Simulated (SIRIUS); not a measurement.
Runs of SIRIUS 7.12.0 on PtSe2 (Sudovikovite). It takes space group P-3m1 (No. 164, trigonal). Conventional cell: a = 3.724 Å, b = 3.724 Å, c = 5.062 Å, α = 90.00°, β = 90.00°, γ = 120.00°. Pt (site symmetry -3m) has 6 Se at 2.49 Å as nearest neighbours. Se (site symmetry 3m) is surrounded by 3 Pt at 2.49 Å. 

```tsv
level	potentials or basis	U	cell	k mesh	form of the Hubbard term	hubbard projectors	start of the occupations	mesh quality	gap on the mesh (eV)	pressure (GPa)	largest force (eV/Å)
PBEsol	PseudoDojo 0.4.1 PBEsol standard (scalar relativistic)	-	atoms moved at random, drawn with an rms of 0.05 Å	8 × 8 × 5	-	-	-	not flagged	none	1.9	1.96
PBEsol+U	PseudoDojo 0.4.1 PBE standard (scalar relativistic)	Pt d U = 8 eV	as given	4 × 4 × 3	simplified (Dudarev)	orthogonalised atomic orbitals	the program's own	coarse	none	(a)	0.42
PBEsol+U	PseudoDojo 0.4.1 PBE standard (scalar relativistic)	Pt d U = 2 eV	as given	4 × 4 × 3	simplified (Dudarev)	orthogonalised atomic orbitals	the program's own	coarse	none	(b)	0.26
PBEsol	PseudoDojo 0.4.1 PBE standard (scalar relativistic)	-	as given	4 × 4 × 3	-	-	-	coarse	none	1.6	0.22
```

Alike in all rows: task single point; no spin polarisation; cutoff (eV) 1177; smearing fermi-dirac 0.05 eV.

**Question.** Estimate the missing entries.

**Answer.** (a) 2.3; (b) 1.7.

Caveats: some runs use coarse meshes; the potentials were made for another functional, which shifts forces and pressure (some runs); U without spin polarisation on a metal has little footing (some runs).

A k mesh can miss the band edges, and the runs leave out spin-orbit coupling on Pt, Se.

A gap of «none» marks a metal or a gap under the smearing width.

Runs at the PBE level aren't shown here.
